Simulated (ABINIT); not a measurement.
KTaO3:

```
Ta K O
1.0
     3.98830    0.00000    0.00000
     0.00000    3.98830    0.00000
     0.00000    0.00000    3.98830
Ta K O
1 1 3
Direct
  0.00000 0.00000 0.00000
  0.50000 0.50000 0.50000
  0.00000 0.00000 0.50000
  0.00000 0.50000 0.00000
  0.50000 0.00000 0.00000
```

Base run:

- Program: ABINIT 10.8.3 (patched build)
- Functional: PBE
- Potentials or basis: PseudoDojo NC SR PBE v0.4.1 standard
- Cutoff: 952 eV
- k mesh: 5 × 5 × 5
- Occupations: fermi-dirac, width 0.05 eV
- Spin: no spin polarisation

Its results: band gap on the k mesh 2.35 eV, indirect (least direct gap 2.87 eV).

**Question.** The run is repeated on the same cell with these changes: functional from PBE to LDA; potentials or basis from PseudoDojo NC SR PBE v0.4.1 standard to PseudoDojo NC SR LDA v0.4.1 standard. What comes out?

**Answer.** Band gap on the k mesh 2.20 eV, indirect (least direct gap 2.73 eV).

Caveats: spin-orbit coupling is left out, which moves the levels of the heavy elements; an odd mesh through Γ misses points on the zone boundary, where band edges often lie.
